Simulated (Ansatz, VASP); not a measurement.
One calculation of MgO, two programs

```
CELL_PARAMETERS angstrom
3.22590 0.00000 0.00000
-1.61295 2.79371 0.00000
0.00000 0.00000 10.23350
ATOMIC_POSITIONS crystal
Mg 0.33333 0.66667 0.96949
Mg 0.00000 0.00000 0.22082
Mg 0.00000 0.00000 0.72082
Mg 0.66667 0.33333 0.46949
O 0.33333 0.66667 0.78004
O 0.00000 0.00000 0.52964
O 0.00000 0.00000 0.02964
O 0.66667 0.33333 0.28004
```

Alike in both runs: task single point; functional PBE; k mesh 9 × 9 × 2; occupations gaussian, width 0.05 eV; no spin polarisation.

|  | VASP | Ansatz |
| --- | --- | --- |
| version | VASP 6.6.1 | Ansatz 0.2.0 |
| potentials or method | VASP PAW PBE potentials, release 64 (Mg, O) | scalar-relativistic, plane waves, PAW |
| plane-wave cutoff (eV) | 520 | 520 |
| valence electrons in the cell | 32 | 64 |

|  | VASP | Ansatz | Ansatz less VASP |
| --- | --- | --- | --- |
| gap on the k mesh at the Fermi level (eV) | 3.76 | 3.78 | +0.018 |
| least direct gap on the mesh (eV) | 3.76 | 3.78 | +0.018 |
| pressure (GPa) | 7.4 | 7.8 | +0.38 |
| largest component of the traceless stress (GPa) | 1.60 | 1.56 | -0.038 |
| rms of the force components (eV/Å) | 0.076 | 0.076 | -0.0008 |

Atom by atom the forces differ by 0.001 eV/Å (rms over components). The two sets of potentials don't hold the same shells in valence.

As with any semilocal functional, this PBE gap is likely too small.
